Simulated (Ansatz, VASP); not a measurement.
Two plane-wave programs on BAs

INCAR

```
ALGO = Normal
EDIFF = 1E-6
EDIFFG = -0.002
ENCUT = 600
IBRION = 2
ISIF = 3
ISMEAR = 0
LASPH = True
LCHARG = False
LREAL = False
LWAVE = False
NELM = 100
NSW = 100
PREC = Accurate
SIGMA = 0.02
```

The input KPOINTS:

```
k-points
0
Gamma
  10 10 10
```

Contents of POSCAR:

```
BAs
1.0
    0.0000000000      2.3850000000      2.3850000000
    2.3850000000      0.0000000000      2.3850000000
    2.3850000000      2.3850000000      0.0000000000
B As
1 1
Direct
    0.0000000000      0.0000000000      0.0000000000
    0.2500000000      0.2500000000      0.2500000000
```

Input for Ansatz:

```yaml
crystal:
  lattice:
    - [0.0, 2.385, 2.385]
    - [2.385, 0.0, 2.385]
    - [2.385, 2.385, 0.0]
  atoms:
    - { symbol: B, position: [0.0, 0.0, 0.0] }
    - { symbol: As, position: [0.25, 0.25, 0.25] }
basis:
  ecutwfc: 420
kpoints:
  mp_grid: { grid: [10, 10, 10] }
hamiltonian:
  xc: lda
  pseudopotentials: { kind: paw, azcp: { folder: soft_1 } }
scf:
  occupations: { method: gaussian, width: 0.02 }
output:
  forces: true
  stress: true
  eigenvalues: true
  write_density: true
  write_potential: true
  elf: true
  volumetric_format: npy
relax:
  adjacent_minimum: "off"
  f_tol: 0.002
  max_steps: 80
  cell: { stress_tol: 0.02 }
```

The cell was built by a generator and needn't be a form met in nature.

Alike in both runs: task relaxation of cell and atoms; functional LDA; k mesh 10 × 10 × 10; occupations gaussian, width 0.02 eV; no spin polarisation.

```csv
,VASP,Ansatz
version,VASP 6.6.1,Ansatz 0.2.0
potentials or method,"VASP PAW LDA potentials, release 64 (B, As)","scalar-relativistic, plane waves, PAW"
plane-wave cutoff (eV),600,420
valence electrons in the cell,8,18
```

|  | VASP | Ansatz | Ansatz less VASP |
| --- | --- | --- | --- |
| gap on the k mesh at the Fermi level, each at its own relaxed structure (eV) | 1.10 | 1.11 | +0.002 |
| relaxed volume (Å³/atom) | 13.33 | 13.24 | -0.087 |
| relaxed cell length with the largest relative difference (Å) | 3.353 | 3.346 | -0.0073 |
| energy change over the relaxation (meV/atom) | -2 | -3 | -1.6 |

The two sets of potentials don't hold the same shells in valence. Ansatz warned: «pseudo_functional_mismatch».

A k mesh can miss the band edges.
